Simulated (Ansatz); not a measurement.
How far is PAW off for Cs?

```
CELL_PARAMETERS angstrom
5.56631 0.00000 0.00000
-2.78315 4.82056 0.00000
0.00000 0.00000 9.25848
ATOMIC_POSITIONS crystal
Cs 0.33333 0.66667 0.25000
Cs 0.66667 0.33333 0.75000
```

Atoms are numbered in the order listed.

The conventional cell has a = 5.566 Å, b = 5.566 Å, c = 9.258 Å, α = 90.00°, β = 90.00°, γ = 120.00°.

The cell is the one relaxed in the Materials Project (mp-11832), not relaxed further here; entries there can be hypothetical.

Levels of theory: DFT, LDA, PAW with Ansatz's default frozen-core files, fully relativistic files with spin-orbit coupling (Ansatz 0.2.0); DFT, LDA, all-electron LAPW, Dirac equation with spin-orbit coupling (Ansatz 0.2.0).

For PAW: a Γ-centred 7×7×4 k mesh, Fermi–Dirac smearing of 0.05 eV, cutoff 420 eV, no spin polarisation; the PAW files were made with PBE, and the program remakes their frozen cores for this functional. LAPW targets a basis error of 0.5 meV/atom. The Ansatz runs share mesh, smearing and spin set-up. Plane-wave (PAW) pressures include the program's estimate of the Pulay term.

Stress and pressure are positive in compression.

Levels count from the Fermi level.

PAW results:

```json
{"quantity": "pressure (GPa)", "PAW": "-0.41"}
{"quantity": "highest filled level at L (eV)", "PAW": "-10.141"}
{"quantity": "lowest empty level at L (eV)", "PAW": "0.185"}
{"quantity": "highest filled level at A (eV)", "PAW": "-1.054"}
{"quantity": "lowest empty level at A (eV)", "PAW": "1.558"}
{"quantity": "highest filled level at H (eV)", "PAW": "-10.146"}
{"quantity": "lowest empty level at H (eV)", "PAW": "0.805"}
```

**Question.** What does LAPW (all electrons) give for the same quantities?

**Answer.** 
```json
{"quantity": "pressure (GPa)", "LAPW": "-0.41"}
{"quantity": "highest filled level at L (eV)", "LAPW": "-10.142"}
{"quantity": "lowest empty level at L (eV)", "LAPW": "0.185"}
{"quantity": "highest filled level at A (eV)", "LAPW": "-1.054"}
{"quantity": "lowest empty level at A (eV)", "LAPW": "1.558"}
{"quantity": "highest filled level at H (eV)", "LAPW": "-10.147"}
{"quantity": "lowest empty level at H (eV)", "LAPW": "0.805"}
```
